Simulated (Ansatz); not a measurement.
**SiC (F-43m): the equilibrium volume**

Aim: the volume at which the pressure of SiC (F-43m) vanishes.

Method: DFT PBE, scalar-relativistic, plane waves, PAW, in Ansatz 0.2.0.

3 further runs of the same task are left out: 3 set aside as unsound or not needed.

### Step 1. The starting structure

It takes space group F-43m (No. 216, cubic). The conventional cell has a = 4.354 Å, b = 4.354 Å, c = 4.354 Å, α = 90.00°, β = 90.00°, γ = 90.00°. Si (site symmetry -43m) has 4 C at 1.89 Å as nearest neighbours. Around C (site symmetry -43m) lie 4 Si at 1.89 Å.

As a file:

```xyz
2
Lattice="0.0000 2.1770 2.1770 2.1770 0.0000 2.1770 2.1770 2.1770 0.0000" Properties=species:S:1:pos:R:3 pbc="T T T"
Si    1.0885    1.0885    1.0885
C     0.0000    0.0000    0.0000
```

### Step 2. The first run (PBE, 8×8×8 mesh)

input.yaml reads:

```yaml
crystal:
  lattice:
    - [0.0, 2.1769966238, 2.1769966238]
    - [2.1769966238, 0.0, 2.1769966238]
    - [2.1769966238, 2.1769966238, 0.0]
  atoms:
    - { symbol: Si, position: [0.25, 0.25, 0.25] }
    - { symbol: C, position: [0.0, 0.0, 0.0] }
basis:
  ecutwfc: 420
kpoints:
  mp_grid: { grid: [8, 8, 8] }
hamiltonian:
  xc: pbe
scf:
  occupations: { method: gaussian, width: 0.1 }
output:
  forces: true
  stress: true
  eigenvalues: true
```

Run with:

```console
$ ansatz run input.yaml --threads 8 --pin off --max-ram 16384MiB --backend cpu --events-out ev --progress --plain --runs-dir out
```

Standard output, cut to the lines that bear on the results:

```text
Warning: RAYON_NUM_THREADS=8 ignored (pool sized by the plan → 8); use --threads N
[...]
Pseudopotentials: kind: paw
Pseudopotential: Si, paw, valence charge 4, recommended cutoff 420 eV (normal), Si.paw.azcp
Pseudopotential: C, paw, valence charge 4, recommended cutoff 420 eV (normal), C.paw.azcp
Functional definition: PBE
[...]
Crystal: 2 atoms, lattice volume = 20.635 Å³
Basis set: ecut = 420 eV, 411 PW (Γ), exchange–correlation on 48×48×48 points (8 copies of the dense FFT grid, shifted against one another)
Bands: 8, of which v1, the nominal top of the filled ones, is band 4 counted from 1 (3 counted from 0)
Symmetry: 24 space group operations
Space group: F-43m (ITA 216), of the structure as read, at distance tolerance 2.7e-5 Å
k-points: 29 of 512 (time reversal used)
[...]
SCF iter   1: F=—  HF=-887.154666 eV  |F-HF|=—  |Δ(HF+E_count)|=         —  Δρ=2.18e-3  dr2=9.84e-4  ethr=1.77e-3  ⟨swp⟩=5.3  Hψ=1866  notcnv=0
[...]
SCF iter   6: F=-887.154671 eV  HF=-887.154671 eV  |F-HF|=3.97e-11  |Δ(HF+E_count)|=   1.29e-9  Δρ=4.11e-7  dr2=1.97e-11  ethr=1.35e-11  ⟨swp⟩=1.5  Hψ=704  notcnv=0
[...]
SCF converged after 6 iterations
Free energy (F): -887.154671 eV
[...]
E sigma→0 (E₀):  -887.154671 eV
Fermi energy:    10.193496 eV
[...]
--- Forces (eV/Å), atoms counted from 1 ---
  atom   1  Si    -0.00000000     0.00000000    -0.00000000
  atom   2  C      0.00000000     0.00000000    -0.00000000
[...]
--- Stress (GPa, compression-positive) ---
        3.896295       0.000000      -0.000000
       -0.000000       3.896295       0.000000
       -0.000000       0.000000       3.896295
  P = ⅓ Tr σ = 3.8963 GPa (38.963 kbar)
--- Band table (eV; the first three rows and the last of 29) ---
  k-point 0: bands = ["-5.9106", "9.5154", "9.5154", "9.5154", "15.7611", "16.8434", "16.8434", "16.8434"]
[...]
```

Run time: 0.95 s. Hardware: 8 threads of Arm Neoverse N1, shared host; peak memory 0.27 GiB.

In short: volume 10.317 Å³/atom, pressure 3.90 GPa, gap on the mesh 1.36 eV.

### Step 3. Full relaxation

Edit input.yaml of step 2 so:

```diff
@@ -11,3 +11,3 @@
 kpoints:
-  mp_grid: { grid: [8, 8, 8] }
+  mp_grid: { grid: [10, 10, 10] }
 hamiltonian:
@@ -15,3 +15,3 @@
 scf:
-  occupations: { method: gaussian, width: 0.1 }
+  occupations: { method: gaussian, width: 0.02 }
 output:
@@ -20 +20,6 @@
   eigenvalues: true
+relax:
+  adjacent_minimum: "off"
+  f_tol: 0.005
+  max_steps: 80
+  cell: { stress_tol: 0.05 }
```

Run with:

```console
$ ansatz run input.yaml --threads 8 --pin off --max-ram 16384MiB --backend cpu --events-out ev --progress --plain --runs-dir out
```

Standard output:

```text
Warning: RAYON_NUM_THREADS=8 ignored (pool sized by the plan → 8); use --threads N
Engine: ansatz 0.2.0, aarch64-unknown-linux-gnu
[... 4 set-up lines as earlier in the session ...]
  parameter kappa = 0.804
  parameter beta = 0.06672455060314922
  exchange = pbe_x(kappa = kappa, mu = beta*pi^2/3)
  correlation = pbe_c(beta = beta)
Crystal: 2 atoms, lattice volume = 20.635 Å³
Basis set: ecut = 420 eV, 411 PW (Γ), exchange–correlation on 48×48×48 points (8 copies of the dense FFT grid, shifted against one another)
Bands: 8, of which v1, the nominal top of the filled ones, is band 4 counted from 1 (3 counted from 0)
[... 2 set-up lines as earlier in the session ...]
k-points: 47 of 1000 (time reversal used)
Non-local potential: Si, projectors of the file, l = 0: 2, l = 1: 2, l = 2: 2
Non-local potential: C, projectors of the file, l = 0: 2, l = 1: 2, l = 2: 1
PAW form: soft (Blöchl's): semilocal exchange-correlation on the pseudo side does not see the compensation charge
PAW one-centre angular grid: Si, 110 points (default); XC on 64 Gauss nodes
PAW one-centre angular grid: C, 110 points (default); XC on 64 Gauss nodes
Initial density: superposition of atomic densities (neutral atoms: chi_scale 0, normalization atom), corrected by the library's trained network
Initial wavefunctions: pseudopotential atomic-orbital guess
Functional: x = pbe(κ = 0.804, μ = 0.2195149727645171), c = pbe(β = 0.06672455060314922)
SCF iter   1: F=—  HF=-887.155704 eV  |F-HF|=—  |Δ(HF+E_count)|=         —  Δρ=2.24e-3  dr2=1.05e-3  ethr=1.77e-3  ⟨swp⟩=6.1  Hψ=3154  notcnv=0
preconditioner: auto → none  [insulator: Δε(μ)=1.334 eV  Ē_g=14.065 eV  σ=0.020 eV  W_gap=1.00  n_scr=0 (ndim 8)  ℏωp=23.1 eV  f_vac=0.000  D(μ)=0.00/eV (n_scr^D=0)  ε∞_Penn≈3.7]
SCF iter   2: F=—  HF=-887.155695 eV  |F-HF|=—  |Δ(HF+E_count)|=   9.18e-6  Δρ=8.34e-4  dr2=8.92e-5  ethr=1.32e-5  ⟨swp⟩=2.4  Hψ=1068  notcnv=0
SCF iter   3: F=—  HF=-887.155707 eV  |F-HF|=—  |Δ(HF+E_count)|=   1.20e-5  Δρ=3.58e-4  dr2=6.41e-6  ethr=1.11e-6  ⟨swp⟩=2.6  Hψ=558  notcnv=0
SCF iter   4: F=—  HF=-887.155733 eV  |F-HF|=—  |Δ(HF+E_count)|=   2.62e-5  Δρ=4.16e-5  dr2=3.06e-7  ethr=8.01e-8  ⟨swp⟩=2.1  Hψ=550  notcnv=0
iter 5 did not close the SCF: its close was put off for the readings that it lacked (scf_convergence_deferred on its scf_iter line)
SCF iter   5: F=-887.155733 eV  HF=-887.155733 eV  |F-HF|=1.82e-9  |Δ(HF+E_count)|=   1.53e-7  Δρ=2.93e-6  dr2=7.34e-10  ethr=3.82e-9  ⟨swp⟩=2.2  Hψ=550  notcnv=0
SCF iter   6: F=-887.155733 eV  HF=-887.155733 eV  |F-HF|=3.24e-11  |Δ(HF+E_count)|=   1.93e-9  Δρ=3.22e-7  dr2=9.21e-12  ethr=9.17e-12  ⟨swp⟩=1.5  Hψ=1125  notcnv=0
SCF 1 converged in 6 iterations: F = -887.155733 eV  dr2 = 9.21e-12
relax step   1: F+E_penalty+E_count = -887.15573332 eV  Δ(F+E_penalty+E_count) = +0.000e0 eV  max|allowed force component| = 3.886e-16 eV/Å  Δτ_max = 0.0000 Å  P = +3.896 GPa  Ω = 20.635 Å³  (6 SCF iters, dr2 threshold 1.00e-7 eV, accepted)
Crystal: 2 atoms, lattice volume = 20.826 Å³
Initial density: handed on by an earlier stage of this run
Initial wavefunctions: those handed on with the density
iter 1 solved again at ethr=1.75e-5 eV; its pass at ethr=3.10e-3 eV (dr2=1.40e-3 eV) is discarded
SCF iter   1: F=—  HF=-887.159202 eV  |F-HF|=—  |Δ(HF+E_count)|=         —  Δρ=2.31e-3  dr2=1.38e-3  ethr=1.75e-5  ⟨swp⟩=1.0  Hψ=3121  notcnv=0
preconditioner: auto → none  [insulator: Δε(μ)=1.337 eV  Ē_g=13.978 eV  σ=0.020 eV  W_gap=1.00  n_scr=0 (ndim 8)  ℏωp=23.0 eV  f_vac=0.000  D(μ)=0.00/eV (n_scr^D=0)  ε∞_Penn≈3.7]
SCF iter   2: F=—  HF=-887.158797 eV  |F-HF|=—  |Δ(HF+E_count)|=   4.06e-4  Δρ=5.88e-4  dr2=6.08e-5  ethr=1.72e-5  ⟨swp⟩=2.4  Hψ=724  notcnv=0
SCF iter   3: F=—  HF=-887.158781 eV  |F-HF|=—  |Δ(HF+E_count)|=   1.53e-5  Δρ=1.75e-4  dr2=5.72e-6  ethr=7.60e-7  ⟨swp⟩=2.5  Hψ=538  notcnv=0
SCF iter   4: F=-887.158781 eV  HF=-887.158781 eV  |F-HF|=4.67e-8  |Δ(HF+E_count)|=   3.36e-7  Δρ=2.21e-5  dr2=6.66e-8  ethr=2.50e-9  ⟨swp⟩=3.0  Hψ=1502  notcnv=0
SCF 2 converged in 4 iterations: F = -887.158781 eV  dr2 = 6.66e-8
relax step   2: F+E_penalty+E_count = -887.15878111 eV  Δ(F+E_penalty+E_count) = -3.048e-3 eV  max|allowed force component| = 7.401e-17 eV/Å  Δτ_max = 0.0000 Å  P = +1.805 GPa  Ω = 20.826 Å³  energy of the carried Pulay correction = -3.399e-4 eV  (4 SCF iters, dr2 threshold 2.00e-7 eV, accepted)
Crystal: 2 atoms, lattice volume = 20.994 Å³
iter 1 solved again at ethr=1.33e-5 eV; its pass at ethr=3.10e-3 eV (dr2=1.06e-3 eV) is discarded
SCF iter   1: F=—  HF=-887.159763 eV  |F-HF|=—  |Δ(HF+E_count)|=         —  Δρ=2.00e-3  dr2=1.04e-3  ethr=1.33e-5  ⟨swp⟩=1.0  Hψ=3117  notcnv=0
preconditioner: auto → none  [insulator: Δε(μ)=1.348 eV  Ē_g=13.906 eV  σ=0.020 eV  W_gap=1.00  n_scr=0 (ndim 8)  ℏωp=22.9 eV  f_vac=0.000  D(μ)=0.00/eV (n_scr^D=0)  ε∞_Penn≈3.7]
SCF iter   2: F=—  HF=-887.159460 eV  |F-HF|=—  |Δ(HF+E_count)|=   3.03e-4  Δρ=5.22e-4  dr2=4.84e-5  ethr=1.31e-5  ⟨swp⟩=2.4  Hψ=722  notcnv=0
SCF iter   3: F=—  HF=-887.159447 eV  |F-HF|=—  |Δ(HF+E_count)|=   1.30e-5  Δρ=1.57e-4  dr2=4.64e-6  ethr=6.05e-7  ⟨swp⟩=2.5  Hψ=540  notcnv=0
SCF iter   4: F=-887.159447 eV  HF=-887.159447 eV  |F-HF|=4.25e-8  |Δ(HF+E_count)|=   9.90e-8  Δρ=2.03e-5  dr2=5.63e-8  ethr=2.50e-9  ⟨swp⟩=3.0  Hψ=1480  notcnv=0
SCF 3 converged in 4 iterations: F = -887.159447 eV  dr2 = 5.63e-8
relax step   3: F+E_penalty+E_count = -887.15944680 eV  Δ(F+E_penalty+E_count) = -6.657e-4 eV  max|allowed force component| = 1.110e-16 eV/Å  Δτ_max = 0.0000 Å  P = +0.043 GPa  Ω = 20.994 Å³  energy of the carried Pulay correction = -6.361e-4 eV  (4 SCF iters, dr2 threshold 2.00e-7 eV, accepted)
Initial wavefunctions: pseudopotential atomic-orbital guess (no wavefunctions were taken with the density)
iter 1 solved again at ethr=1.05e-7 eV; its pass at ethr=3.10e-3 eV (dr2=8.42e-6 eV) is discarded
SCF iter   1: F=—  HF=-887.160102 eV  |F-HF|=—  |Δ(HF+E_count)|=         —  Δρ=7.57e-5  dr2=2.31e-7  ethr=1.05e-7  ⟨swp⟩=3.0  Hψ=4198  notcnv=0
preconditioner: auto → none  [insulator: Δε(μ)=1.373 eV  Ē_g=13.914 eV  σ=0.020 eV  W_gap=1.00  n_scr=0 (ndim 8)  ℏωp=22.9 eV  f_vac=0.000  D(μ)=0.00/eV (n_scr^D=0)  ε∞_Penn≈3.7]
SCF iter   2: F=—  HF=-887.160103 eV  |F-HF|=—  |Δ(HF+E_count)|=   1.27e-6  Δρ=3.67e-5  dr2=5.50e-8  ethr=2.89e-9  ⟨swp⟩=2.1  Hψ=566  notcnv=0
SCF iter   3: F=—  HF=-887.160103 eV  |F-HF|=—  |Δ(HF+E_count)|=   1.56e-7  Δρ=8.72e-6  dr2=9.84e-9  ethr=6.88e-10  ⟨swp⟩=2.5  Hψ=557  notcnv=0
SCF iter   4: F=—  HF=-887.160103 eV  |F-HF|=—  |Δ(HF+E_count)|=   1.72e-9  Δρ=9.22e-7  dr2=5.42e-11  ethr=1.23e-10  ⟨swp⟩=2.6  Hψ=551  notcnv=0
SCF iter   5: F=-887.160103 eV  HF=-887.160103 eV  |F-HF|=4.55e-13  |Δ(HF+E_count)|=  1.29e-10  Δρ=1.30e-7  dr2=2.57e-12  ethr=1.00e-12  ⟨swp⟩=5.1  Hψ=1325  notcnv=0
SCF 4 converged in 5 iterations: F = -887.160103 eV  dr2 = 2.57e-12
relax step   4: F+E_penalty+E_count = -887.16010294 eV  Δ(F+E_penalty+E_count) = -6.561e-4 eV  max|allowed force component| = 1.457e-16 eV/Å  Δτ_max = 0.0000 Å  P = +0.097 GPa  Ω = 20.994 Å³  stress off target by 9.72e-2 GPa  SCF on the basis re-selected at this cell (its energy is not comparable with the rows above)  (5 SCF iters)
basis re-selected at this cell: Δ(F+E_penalty+E_count) = -6.561e-4 eV, ΔP = +0.055 GPa vs the last step (what re-selecting the basis moved, of the pressure what is left beyond the Pulay correction that the steps carried, after the strain that the cell walked since its last selection, with what the two solves' SCF thresholds leave and, on support functions, any second-order correction that the steps lacked; it is no measure of the basis error at this ecutwfc). This SCF's stress stands 9.72e-2 GPa from its target on what of the cell is left free (relax.cell.stress_tol is 5.00e-2 GPa) and its largest allowed force component is 1.46e-16 eV/Å (relax.f_tol is 5.00e-3 eV/Å): not within both, so this SCF does not close the relaxation
Crystal: 2 atoms, lattice volume = 21.003 Å³
iter 1 solved again at ethr=4.01e-8 eV; its pass at ethr=3.10e-3 eV (dr2=3.21e-6 eV) is discarded
SCF iter   1: F=—  HF=-887.160088 eV  |F-HF|=—  |Δ(HF+E_count)|=         —  Δρ=1.10e-4  dr2=3.15e-6  ethr=4.01e-8  ⟨swp⟩=1.0  Hψ=3118  notcnv=0
preconditioner: auto → none  [insulator: Δε(μ)=1.371 eV  Ē_g=13.909 eV  σ=0.020 eV  W_gap=1.00  n_scr=0 (ndim 8)  ℏωp=22.9 eV  f_vac=0.000  D(μ)=0.00/eV (n_scr^D=0)  ε∞_Penn≈3.7]
SCF iter   2: F=—  HF=-887.160089 eV  |F-HF|=—  |Δ(HF+E_count)|=   7.74e-7  Δρ=2.90e-5  dr2=1.52e-7  ethr=3.94e-8  ⟨swp⟩=2.4  Hψ=544  notcnv=0
SCF iter   3: F=-887.160089 eV  HF=-887.160089 eV  |F-HF|=2.01e-9  |Δ(HF+E_count)|=   4.48e-8  Δρ=8.52e-6  dr2=1.38e-8  ethr=2.95e-10  ⟨swp⟩=4.2  Hψ=1187  notcnv=0
SCF 5 converged in 3 iterations: F = -887.160089 eV  dr2 = 1.38e-8
relax step   5: F+E_penalty+E_count = -887.16008915 eV  Δ(F+E_penalty+E_count) = +1.379e-5 eV  max|allowed force component| = 1.712e-16 eV/Å  Δτ_max = 0.0000 Å  P = +0.002 GPa  Ω = 21.003 Å³  energy of the carried Pulay correction = -1.668e-5 eV  (3 SCF iters, dr2 threshold 2.36e-8 eV, accepted)
iter 1 solved again at ethr=1.10e-7 eV; its pass at ethr=3.10e-3 eV (dr2=8.81e-6 eV) is discarded
SCF iter   1: F=—  HF=-887.160149 eV  |F-HF|=—  |Δ(HF+E_count)|=         —  Δρ=1.10e-5  dr2=1.45e-8  ethr=1.10e-7  ⟨swp⟩=3.0  Hψ=4195  notcnv=0
preconditioner: auto → none  [insulator: Δε(μ)=1.373 eV  Ē_g=13.910 eV  σ=0.020 eV  W_gap=1.00  n_scr=0 (ndim 8)  ℏωp=22.9 eV  f_vac=0.000  D(μ)=0.00/eV (n_scr^D=0)  ε∞_Penn≈3.7]
SCF iter   2: F=—  HF=-887.160152 eV  |F-HF|=—  |Δ(HF+E_count)|=   2.87e-6  Δρ=5.57e-6  dr2=3.49e-9  ethr=1.81e-10  ⟨swp⟩=2.6  Hψ=569  notcnv=0
SCF iter   3: F=—  HF=-887.160152 eV  |F-HF|=—  |Δ(HF+E_count)|=   1.22e-9  Δρ=9.87e-7  dr2=1.96e-10  ethr=4.36e-11  ⟨swp⟩=2.5  Hψ=580  notcnv=0
SCF iter   4: F=—  HF=-887.160152 eV  |F-HF|=—  |Δ(HF+E_count)|=  5.55e-11  Δρ=4.19e-7  dr2=2.61e-11  ethr=2.45e-12  ⟨swp⟩=2.0  Hψ=521  notcnv=0
SCF iter   5: F=-887.160152 eV  HF=-887.160152 eV  |F-HF|=4.55e-13  |Δ(HF+E_count)|=  1.93e-12  Δρ=1.09e-7  dr2=1.66e-12  ethr=1.00e-12  ⟨swp⟩=5.0  Hψ=1316  notcnv=0
SCF 6 converged in 5 iterations: F = -887.160152 eV  dr2 = 1.66e-12
relax step   6: F+E_penalty+E_count = -887.16015223 eV  Δ(F+E_penalty+E_count) = -6.308e-5 eV  max|allowed force component| = 1.874e-16 eV/Å  Δτ_max = 0.0000 Å  P = +0.004 GPa  Ω = 21.003 Å³  stress off target by 3.58e-3 GPa  SCF on the basis re-selected at this cell (its energy is not comparable with the rows above)  (5 SCF iters)
basis re-selected at this cell: Δ(F+E_penalty+E_count) = -6.308e-5 eV, ΔP = +0.001 GPa vs the last step (what re-selecting the basis moved, of the pressure what is left beyond the Pulay correction that the steps carried, after the strain that the cell walked since its last selection, with what the two solves' SCF thresholds leave and, on support functions, any second-order correction that the steps lacked; it is no measure of the basis error at this ecutwfc). This SCF's stress stands 3.58e-3 GPa from its target on what of the cell is left free (relax.cell.stress_tol is 5.00e-2 GPa) and its largest allowed force component is 1.87e-16 eV/Å (relax.f_tol is 5.00e-3 eV/Å): within both
SCF converged after 5 iterations
Free energy (F): -887.160152 eV
Harris-Foulkes:  -887.160152 eV  (|F-HF|=4.55e-13)
Internal energy: -887.160152 eV  (E = F + TS)
E sigma→0 (E₀):  -887.160152 eV
Fermi energy:    9.979345 eV
--- Per-component energies (eV) ---
  E_band       = 27.509011
  E_kinetic    = 134.918400
  E_local      = -105.317687  (includes V_loc(G=0)·N_el)
  E_nonlocal   = 51.664507
  E_hartree    = 32.204288
  E_xc         = -105.237077
  E_vxc        = -109.023309  (∫ρ·V_xc dr)
  E_paw        = -612.021504  (= ΣΔE_a)
  E_vpaw       = -9.141486  (= ΣTr[D̂ρ^β])
  E_aug_tail   = 0.000011  (compensation charges beyond the density's cutoff)
  E_ewald      = -283.371090
  E_smearing   = -0.000000  (= −TS)
  E_closure    = 0.000000  (closes the sum)
  Σ components = -887.160152   (vs F -887.160152, Δ=0.00e0)
--- Forces (eV/Å), atoms counted from 1 ---
  atom   1  Si    -0.00000000     0.00000000     0.00000000
  atom   2  C     -0.00000000    -0.00000000    -0.00000000
  max |Σ_I F_I| component: 1.11e-16 eV/Å
--- Stress (GPa, compression-positive) ---
        0.003576       0.000000      -0.000000
        0.000000       0.003576       0.000000
        0.000000       0.000000       0.003576
  P = ⅓ Tr σ = 0.0036 GPa (0.036 kbar)
--- Band table (eV; the first three rows and the last of 47) ---
  k-point 0: bands = ["-5.9943", "9.2929", "9.2929", "9.2929", "15.3327", "16.4997", "16.4997", "16.4997"]
  k-point 1: bands = ["-5.8012", "8.2860", "9.1597", "9.1597", "15.6210", "16.7403", "16.7403", "16.7497"]
  k-point 2: bands = ["-5.2307", "6.1804", "8.8538", "8.8538", "15.3577", "17.1017", "17.1017", "17.9283"]
  k-point 46: bands = ["-0.8456", "2.1836", "4.5598", "4.7768", "13.9578", "17.2492", "19.1946", "20.3621"]
--- Relaxed structure (4 steps of the walk, 4 accepted, 2 SCFs on fresh bases) ---
  F+E_penalty+E_count = -887.16015223 eV   max|allowed force component| = 1.874e-16 eV/Å   (the final SCF, on the basis selected at the relaxed cell)
  cell:  # Å, volume = 21.0030 Å³
    - [1.0381820517024767e-33, 2.189862969816702, 2.189862969816702]
    - [2.189862969816702, 3.534914347821316e-33, 2.189862969816702]
    - [2.189862969816702, 2.189862969816702, 1.8343339318424127e-33]
  atoms:
    - { symbol: Si, position: [0.24999999999999997, 0.24999999999999997, 0.24999999999999997] }
    - { symbol: C, position: [-5.206668705688529e-34, 1.8891452825949531e-34, 5.335683505475502e-34] }
```

Run time: 2.4 s. Hardware: 8 threads of Arm Neoverse N1, shared host; peak memory 0.31 GiB.

The steps of the relaxation:

| step | energy from step 1 (meV/atom) | largest force component (eV/Å) | pressure (GPa) | volume (Å³/atom) |
| --- | --- | --- | --- | --- |
| 1 | 0.0 | 0.000 | 3.90 | 10.317 |
| 2 | -1.5 | 0.000 | 1.81 | 10.413 |
| 3 | -1.9 | 0.000 | 0.04 | 10.497 |
| 4 | -2.2 | 0.000 | 0.10 | 10.497 |
| 5 | -2.2 | 0.000 | 0.00 | 10.501 |
| 6 | -2.2 | 0.000 | 0.00 | 10.501 |

Step 1 is the start. Step 4 repeats a cell on a basis chosen anew, so the energy can jump there without a move. Step 6 repeats the geometry before it on a plane-wave basis chosen anew for the final cell, which leaves the energy as it was.

In short: volume 10.501 Å³/atom, pressure 0.00 GPa, mesh gap 1.37 eV.

### Step 4. The cell, before and after

How the cell compares, before and after:

| cell as typed | before | after | change |
| --- | --- | --- | --- |
| a (Å) | 3.079 | 3.097 | +0.6 % |
| b (Å) | 3.079 | 3.097 | +0.6 % |
| c (Å) | 3.079 | 3.097 | +0.6 % |
| volume (Å³/atom) | 10.317 | 10.501 | +1.8 % |
| shortest distance (Å) | 1.885 | 1.896 | +0.6 % |
| space group | F-43m | F-43m | same |

### Step 5. Results

| quantity | value |
| --- | --- |
| volume | 10.501 Å³/atom |
| pressure | 0.00 GPa |
| conventional cell | a = 4.380 Å, b = 4.380 Å, c = 4.380 Å, α = 90.00°, β = 90.00°, γ = 90.00° |
| gap on the mesh | 1.37 eV |

What this shows: Over the 2 runs shown the cell moved from 10.32 to 10.50 Å³/atom, a change of +1.8 %, where the pressure is zero within 0.01 GPa.

These are semilocal Kohn-Sham gaps, which aren't the measured quantity. Such gaps usually fall short of the measured ones.
